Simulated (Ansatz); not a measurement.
## WS2: the gap under strain

WS2, P6_3/mmc, a = 3.154 Å, c = 12.145 Å. Ansatz: PBE+D3(BJ), PAW, 420 eV, Γ-centred 12×12×4 mesh on 6 atoms, Gaussian smearing 0.02 eV; no spin polarisation. Series: equal strain along all axes, cell held, atoms relaxed; x is the strain in per cent. The gap is sought over the whole zone.

| x (%) | gap y (eV) |
| --- | --- |
| -3.0 | 0.656 |
| -2.0 | 0.743 |
| -1.0 | ? |
| 0.0 | 0.885 |
| 1.0 | 0.941 |
| 2.0 | 0.937 |
| 3.0 | 0.781 |

Problem. Fit y = E0 + c1 x + c2 x² to the other rows, give the deformation potential for this strain, and predict the missing gap.

Solution. Least squares on the rows shown. y = 0.9134 + 0.03006 x − 0.02101 x². The deformation potential is 100 c1 = 3.01 eV per unit strain of each axis, or a third of that, 1.00 eV, as the usual dE_g/d ln V. With a term in x³ added, the coefficient of x becomes 0.06913, 130 % more, which shows how far this figure hangs on the form. At x = -1.0 the fit asked for gives 0.862 eV. The run gave 0.819 eV, so the fit is 0.043 eV too high, within twice the rms miss on the fitted rows (0.031 eV): the form describes this series only roughly. Note that a band edge changes its point in the zone among the fitted rows.

Spin-orbit coupling is left out, which matters for the bands of heavy elements. Semilocal functionals give gaps under the measured ones; changes of the gap mostly carry over better.